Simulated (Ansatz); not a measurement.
## BiTe4 polymorphs, one row open

Level of theory: DFT PBE, scalar-relativistic, plane waves, PAW in Ansatz. Settings: cutoff 420 eV, Γ-centred meshes spaced at most about 0.3 Å⁻¹, and about 0.25 Å⁻¹ or finer for metals (2π included), Gaussian smearing. No spin polarisation.

All energies are static (0 K, no zero-point motion). Rows are sorted by volume; energies count from the lowest form computed. Coordination counts Te atoms around Bi (those within 1.25 times the shortest such distance or 1.15 times the sum of covalent radii).

```csv
row,form,source,atoms,coordination,V (Å³/atom),gap on mesh (eV),ΔE (meV/atom)
1,Cmmm,invented,5,Bi 6,34.9,0,28
2,I4/mmm,invented,5,Bi 6,35.3,0,0
3,P-43m,invented,5,Bi 4,36.9,0,?
4,Im-3m,invented,5,Bi 8,37.7,0,144
5,P6/mmm,invented,5,Bi 2,43.2,0,370
```

The cell of row 3:

```
Bi Te
1.0
     5.69148    0.00000    0.00000
     0.00000    5.69148    0.00000
     0.00000    0.00000    5.69148
Bi Te
1 4
Direct
  0.00000 0.00000 0.00000
  0.30197 0.30197 0.30197
  0.69803 0.69803 0.30197
  0.30197 0.69803 0.69803
  0.69803 0.30197 0.69803
```

Question: Estimate the missing energy, and say where the row ranks.

Answer: 158 meV/atom, which puts it above row 4 and below row 5. Counting Te atoms around Bi, row 3 has Bi 4 and the lowest form (row 2) has Bi 6. The lowest form (row 2) holds Te–Te pairs (shortest 2.95 Å); in row 3 the shortest Te–Te distance is 3.19 Å, near bonding range too.

An observed structure of this formula, if there is one, may be missing.

For metals, differences of a few meV/atom aren't resolved. These runs have no spin–orbit coupling, which can matter for Bi and Te. In I4/mmm, Cmmm, Im-3m, P-43m, P6/mmm an odd number of electrons in the primitive cell allows no gap without spin; a larger cell or a magnetic state could open one. Cells relaxed within their symmetry can be saddle points. Some candidate types were left out of the draw beforehand, so a known form may be missing.
